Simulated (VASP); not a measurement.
# Ge (Fd-3m) in VASP: a series of runs

Runs on Ge. Level: PBE. Tasks: single point, relaxation of cell and atoms.

All numbers are computed with VASP 6.6.1; they aren't measurements. Logs are shortened: lines on timing, memory, paths and dates and some standing lists are left out, and cuts for length are marked.

**Experimental background.**

“Electronic and optical properties of SixGe1-x-ySny alloys lattice-matched to Ge”, 2021, arxiv:2109.02782 reports, for a bulk crystal of Ge at 300 K: band gap 0.807 eV (direct).

How close the calculation comes is told below.

## 1. The crystal as given

Symmetry: Fd-3m, No. 227, cubic system. The conventional cell has a = 5.658 Å, b = 5.658 Å, c = 5.658 Å, α = 90.00°, β = 90.00°, γ = 90.00°. Ge (site symmetry -43m) is surrounded by 4 Ge at 2.45 Å.

## 2. Single point, PBE

INCAR

```
  PREC = Accurate
  ENCUT = 520
  EDIFF = 1E-6
  ISMEAR = 0
  SIGMA = 0.028999999999999998
  LREAL = False
  LASPH = True
  NELM = 80
  ALGO = Normal
  ISIF = 2
  LWAVE = False
  LCHARG = False
  GGA = PE
  NBANDS = 21
```

KPOINTS

```
regular mesh
0
Gamma
  8 8 8
```

POSCAR

```
Ge
1.0
    0.0000000000      2.8289100000      2.8289100000
    2.8289100000      0.0000000000      2.8289100000
    2.8289100000      2.8289100000      0.0000000000
Ge
2
Direct
    0.7500000000      0.7500000000      0.7500000000
    0.5000000000      0.5000000000      0.5000000000
```

Potentials or basis: VASP PAW PBE potentials, release 64 (Ge_d).

Started as:

```console
$ cat potpaw_PBE.64/Ge_d/POTCAR > POTCAR
$ mpirun -np 1 vasp_std > vasp.out
```

OUTCAR:

```text
PREC = Accurate
   ENCUT = 520
   EDIFF = 1E-6
   ISMEAR = 0
   LREAL = False
   LASPH = True
   NELM = 80
   ISIF = 2
   GGA = PE

 ion  position               nearest neighbor table
   1  0.750  0.750  0.750-   2 2.45   2 2.45   2 2.45   2 2.45
   2  0.500  0.500  0.500-   1 2.45   1 2.45   1 2.45   1 2.45

  LATTYP: Found a face centered cubic cell.
 ALAT       =     5.6578200000

  Lattice vectors:

 A1 = (   0.0000000000,   2.8289100000,   2.8289100000)
 A2 = (   2.8289100000,   0.0000000000,   2.8289100000)
 A3 = (   2.8289100000,   2.8289100000,   0.0000000000)

Analysis of symmetry for initial positions (statically):
=====================================================================
 Subroutine PRICEL returns:
 Original cell was already a primitive cell.

 Routine SETGRP: Setting up the symmetry group for a
 face centered cubic supercell.

 Subroutine GETGRP returns: Found 48 space group operations
 (whereof 24 operations were pure point group operations)
 out of a pool of 48 trial point group operations.

The static configuration has the point symmetry T_d .
 The point group associated with its full space group is O_h .

Analysis of symmetry for dynamics (positions and initial velocities):
=====================================================================
 Subroutine PRICEL returns:
 Original cell was already a primitive cell.

 Routine SETGRP: Setting up the symmetry group for a
 face centered cubic supercell.

 Subroutine GETGRP returns: Found 48 space group operations
 (whereof 24 operations were pure point group operations)
 out of a pool of 48 trial point group operations.

The dynamic configuration has the point symmetry T_d .
 The point group associated with its full space group is O_h .

 Subroutine INISYM returns: Found 48 space group operations
 (whereof 24 operations are pure point group operations),
 and found     1 'primitive' translations

----------------------------------------------------------------------------------------

                                     Primitive cell

  volume of cell :      45.2780

  direct lattice vectors                    reciprocal lattice vectors
     0.000000000  2.828910000  2.828910000    -0.176746521  0.176746521  0.176746521
     2.828910000  0.000000000  2.828910000     0.176746521 -0.176746521  0.176746521
     2.828910000  2.828910000  0.000000000     0.176746521  0.176746521 -0.176746521

  length of vectors
     4.000682889  4.000682889  4.000682889     0.306133954  0.306133954  0.306133954

  position of ions in fractional coordinates (direct lattice)
     0.750000000  0.750000000  0.750000000
     0.500000000  0.500000000  0.500000000

  ion indices of the primitive-cell ions
   primitive index   ion index
                 1           1
                 2           2

----------------------------------------------------------------------------------------

 KPOINTS: regular mesh

Automatic generation of k-mesh.
 Grid dimensions read from file:
 generate k-points for:    8    8    8

 Generating k-lattice:

  Cartesian coordinates                     Fractional coordinates (reciprocal lattice)
    -0.022093315  0.022093315  0.022093315     0.125000000  0.000000000  0.000000000
     0.022093315 -0.022093315  0.022093315     0.000000000  0.125000000  0.000000000
     0.022093315  0.022093315 -0.022093315     0.000000000  0.000000000  0.125000000

  Length of vectors
     0.038266744  0.038266744  0.038266744

  Shift w.r.t. Gamma in fractional coordinates (k-lattice)
     0.000000000  0.000000000  0.000000000

 Subroutine IBZKPT returns following result:
 ===========================================

 Found     29 irreducible k-points:

 Following reciprocal coordinates:
            Coordinates               Weight
  0.000000  0.000000  0.000000      1.000000
  0.125000  0.000000  0.000000      8.000000
  0.250000  0.000000  0.000000      8.000000
  0.375000  0.000000  0.000000      8.000000
  0.500000  0.000000  0.000000      4.000000
  0.125000  0.125000  0.000000      6.000000
[... 16 lines left out ...]
  0.500000  0.250000  0.125000     48.000000
 -0.375000  0.250000  0.125000     24.000000
 [... further k-points ...]
   k-points           NKPTS =     29   k-points in BZ     NKDIM =     29   number of bands    NBANDS=     21
   number of dos      NEDOS =    301   number of ions     NIONS =      2
   total plane-waves  NPLWV =  27000
   dimension x,y,z NGX =    30 NGY =   30 NGZ =   30
   dimension x,y,z NGXF=    60 NGYF=   60 NGZF=   60
   ions per type =               2
   NGX,Y,Z   is equivalent  to a cutoff of  12.47, 12.47, 12.47 a.u.
   NGXF,Y,Z  is equivalent  to a cutoff of  24.93, 24.93, 24.93 a.u.
 SYSTEM =  unknown system
   PREC   = accura    normal or accurate (medium, high low for compatibility)
   ISTART =      0    job   : 0-new  1-cont  2-samecut
   ICHARG =      2    charge: 1-file 2-atom 10-const
   ISPIN  =      1    spin polarized calculation?
   LNONCOLLINEAR =      F non collinear calculations
   LSORBIT =      F    spin-orbit coupling
   LASPH  =      T    aspherical Exc in radial PAW
   ENCUT  =  520.0 eV  38.22 Ry    6.18 a.u.   7.44  7.44  7.44*2*pi/ulx,y,z
   NELM   =     80;   NELMIN=  2; NELMDL= -5     # of ELM steps
   EDIFF  = 0.1E-05   stopping-criterion for ELM
   LREAL  =      F    real-space projection
   EDIFFG = 0.1E-04   stopping-criterion for IOM
   NSW    =      0    number of steps for IOM
   IBRION =     -1    ionic relax: 0-MD 1-quasi-New 2-CG
   NFREE  =      0    steps in history (QN), initial steepest desc. (CG)
   ISIF   =      2    stress and relaxation
   ISYM   =      2    0-nonsym 1-usesym 2-fastsym
   POTIM  = 0.5000    time-step for ionic-motion
   TEBEG  =    0.0;   TEEND  =   0.0 temperature during run
   PSTRESS=    0.0 pullay stress
   NELECT =      28.0000    total number of electrons
   NUPDOWN=      -1.0000    fix difference up-down
   EMIN   =  10.00;   EMAX   =-10.00  energy-range for DOS
   EFERMI =   0.00;   METHOD = LEGACY
   ISMEAR =     0;   SIGMA  =   0.03  broadening in eV -4-tet -1-fermi 0-gaus
   EFERMI_NEDOS =   21; number of points for ismear=-14 and -15
   IALGO  =     38    algorithm
   IMIX   =      4    mixing-type and parameters
     AMIX     =   0.40;   BMIX     =  1.00
     AMIX_MAG =   1.60;   BMIX_MAG =  1.00
  volume/ion in A,a.u.               =      22.64       152.78
  Fermi-wavevector in a.u.,A,eV,Ry     =   1.394756  2.635708 26.468033  1.945346
  Thomas-Fermi vector in A             =   2.518275
   LORBIT       =      0    0 simple, 1 ext, 2 COOP (PROOUT), +10 PAW based schemes
   GGA     = PE    functional components
   LHFCALC =     F    Hartree Fock is set to
   AEXX    =    0.0000 exact exchange contribution
   IVDW    =     0    specifies the selected vdW correction
   LEPSILON=     F    determine dielectric tensor
   LRPA    =     F    only Hartree local field effects (RPA)
 non-spin polarized calculation
 Gauss-broadening in eV      SIGMA  =   0.03
  energy-cutoff  :      520.00
  volume of cell :       45.28
 maximum number of plane-waves:      1243
 NGX is ok and might be reduce to    30
   NGX = 15   NGY = 15   NGZ = 15

 number of electron      28.0000022 magnetization

 Free energy of the ion-electron system (eV)
  ---------------------------------------------------
  ext. energy  EPLUGINS =         0.00000000
  ---------------------------------------------------
  free energy    TOTEN  =        -8.99886140 eV

  energy without entropy =       -8.99878795  energy(sigma->0) =       -8.99882468

 E-fermi :   5.0199     XC(G=0):  -9.9229

 val. band max:        4.9945677030   @ k =   0.0000   0.0000   0.0000
 cond. band min:       5.0292580706   @ k =   0.0000   0.0000   0.0000
 fundamental gap:      0.0346903675
 Fermi energy:         5.0199199226

 k-point     1 :       0.0000    0.0000    0.0000
  band No.  band energies     occupation
      1     -19.8205      2.00000
      2     -19.8205      2.00000
      3     -19.8205      2.00000
      4     -19.7844      2.00000
      5     -19.7844      2.00000
      6     -19.5738      2.00000
[... 13 lines left out ...]
     20      14.4761      0.00000
     21      14.4761      0.00000

 k-point     2 :       0.1250    0.0000    0.0000
  band No.  band energies     occupation
      1     -19.8286      2.00000
      2     -19.8286      2.00000
      3     -19.8180      2.00000
      4     -19.7730      2.00000
      5     -19.7730      2.00000
      6     -19.5857      2.00000
[... 13 lines left out ...]
     20      13.5766      0.00000
     21      13.5766      0.00000

 k-point     3 :       0.2500    0.0000    0.0000
  band No.  band energies     occupation
      1     -19.8387      2.00000
      2     -19.8387      2.00000
      3     -19.8119      2.00000
      4     -19.7558      2.00000
      5     -19.7558      2.00000
      6     -19.5994      2.00000
[... 13 lines left out ...]
     20      13.3274      0.00000
     21      13.3274      0.00000

 k-point     4 :       0.3750    0.0000    0.0000
  band No.  band energies     occupation
      1     -19.8437      2.00000
      2     -19.8437      2.00000
      3     -19.8056      2.00000
      4     -19.7453      2.00000
      5     -19.7453      2.00000
      6     -19.6065      2.00000
[... 13 lines left out ...]
     20      14.5039      0.00000
     21      14.5039      0.00000

 k-point     5 :       0.5000    0.0000    0.0000
  band No.  band energies     occupation
      1     -19.8450      2.00000
      2     -19.8450      2.00000
      3     -19.8029      2.00000
      4     -19.7425      2.00000
      5     -19.7425      2.00000
      6     -19.6081      2.00000
[... 13 lines left out ...]
     20      16.0846      0.00000
     21      16.2182      0.00000
[... 382 lines left out ...]
     20      16.6054      0.00000
     21      17.8363      0.00000

 k-point    22 :       0.3750    0.2500    0.1250
  band No.  band energies     occupation
      1     -19.8492      2.00000
      2     -19.8466      2.00000
      3     -19.8038      2.00000
      4     -19.7482      2.00000
      5     -19.7196      2.00000
      6     -19.6503      2.00000
[... 13 lines left out ...]
     20      15.1340      0.00000
     21      15.3940      0.00000

 k-point    23 :       0.5000    0.2500    0.1250
  band No.  band energies     occupation
      1     -19.8610      2.00000
      2     -19.8531      2.00000
      3     -19.7821      2.00000
      4     -19.7332      2.00000
      5     -19.7069      2.00000
      6     -19.6589      2.00000
[... 13 lines left out ...]
     20      14.6693      0.00000
     21      16.5255      0.00000

 k-point    24 :      -0.3750    0.2500    0.1250
  band No.  band energies     occupation
      1     -19.8662      2.00000
      2     -19.8545      2.00000
      3     -19.7722      2.00000
      4     -19.7222      2.00000
      5     -19.7084      2.00000
      6     -19.6538      2.00000
[... 13 lines left out ...]
     20      15.9593      0.00000
     21      16.4688      0.00000

 [... further k-points ...]

------------------------ aborting loop because EDIFF is reached ----------------------------------------

  FORCE on cell =-STRESS in cart. coord.  units (eV):
  Direction    XX          YY          ZZ          XY          YZ          ZX
  --------------------------------------------------------------------------------------
  -------------------------------------------------------------------------------------
  Total        0.9899859      0.9899859      0.9899859      0.0000000      0.0000000     -0.0000000
  in kB       35.0309717     35.0309717     35.0309717      0.0000000      0.0000000     -0.0000000
  external PRESSURE =      35.0309717 kB  Pullay stress =       0.0000000 kB

 VOLUME and BASIS-vectors are now :
 -----------------------------------------------------------------------------
  energy-cutoff  :      520.00
  volume of cell :       45.28
      direct lattice vectors                 reciprocal lattice vectors
     0.000000000  2.828910000  2.828910000    -0.176746521  0.176746521  0.176746521
     2.828910000  0.000000000  2.828910000     0.176746521 -0.176746521  0.176746521
     2.828910000  2.828910000  0.000000000     0.176746521  0.176746521 -0.176746521

 POSITION                                       TOTAL-FORCE (eV/Angst)
 -----------------------------------------------------------------------------------
      4.24336      4.24336      4.24336        -0.000000     -0.000000     -0.000000
      2.82891      2.82891      2.82891         0.000000      0.000000      0.000000
 -----------------------------------------------------------------------------------
    total drift:                                0.000000     -0.000000     -0.000000

  FREE ENERGIE OF THE ION-ELECTRON SYSTEM (eV)
  ---------------------------------------------------
  free  energy   TOTEN  =        -8.9988613973 eV

  energy  without entropy=       -8.9987879535  energy(sigma->0) =       -8.99882468
```

It took 22 s on 1 thread of Intel Xeon Platinum 8488C (Sapphire Rapids), shared host; peak memory 0.17 GiB.

Results:

| Property | Result |
| --- | --- |
| Free energy | -8.9989 eV |
| Pressure | 3.5 GPa |
| Band gap on the k mesh | 0.03 eV, direct |

## 3. Relaxation of cell and atoms, PBE

INCAR

```
PREC = Accurate
ENCUT = 580
EDIFF = 1E-6
ISMEAR = -1
SIGMA = 0.05
LREAL = False
LASPH = True
NELM = 60
ALGO = Normal
ISIF = 3
LWAVE = False
LCHARG = False
GGA = PE
IBRION = 2
NSW = 40
EDIFFG = -0.02
```

KPOINTS

```
Automatic mesh
0
Gamma
  8 8 8
```

POSCAR is that of step 2.

Potentials or basis: VASP PAW PBE potentials, release 64 (Ge).

Started as:

```console
$ cat potpaw_PBE.64/Ge/POTCAR > POTCAR
$ mpirun -np 1 vasp_std > vasp.out
```

Run time: 20 s. Hardware: 1 thread of Intel Xeon Platinum 8488C (Sapphire Rapids), shared host; peak memory 0.18 GiB.

Results (log left out):

```yaml
Free_energy: -8.9793 eV
Relaxed_volume: 24.17 Å³/atom
Relaxed_cell: a = 4.089 Å, b = 4.089 Å, c = 4.089 Å, α = 60.00°, β = 60.00°, γ = 60.00°
Space_group_after_relaxing_to_0.05_Å: Fd-3m (No. 227)
Energy_gained_by_relaxing: 20.2 meV/atom
Ionic_steps: 3
Pressure_after_relaxing: 0.0 GPa
Band_gap_on_the_k_mesh: none (metal or under the smearing width)
```

Step by step:
```
step  energy change (eV)  largest force (eV/Å)  pressure (GPa)  volume (Å³)
   1              0.0000                0.0000            4.48        45.28
   2             -0.0352                0.0000           -1.36        49.55
   3             -0.0405                0.0000            0.00        48.34
```

Final structure:
```
CELL_PARAMETERS angstrom
0.00000 2.89134 2.89134
2.89134 0.00000 2.89134
2.89134 2.89134 0.00000
ATOMIC_POSITIONS crystal
Ge 0.75000 0.75000 0.75000
Ge 0.50000 0.50000 0.50000
```

Levels at points of the mesh, in eV from the Fermi level:
```csv
k point,band 1,band 2,band 3,band 4,band 5,band 6,band 7,band 8
"(0.00, 0.00, 0.00)",-12.24,-0.47,0.05,0.05,0.05,2.56,2.56,2.56
"(0.50, 0.00, 0.00)",-10.31,-7.27,-1.26,-1.26,0.05,3.74,3.74,7.11
"(0.50, 0.50, 0.00)",-8.60,-8.60,-2.81,-2.81,0.87,0.87,9.01,9.01
```

Caveat: this crystal is a semiconductor, whose small gap the functional closes, so the metal is an error of the method.

(Continued in part 2 of 2.)
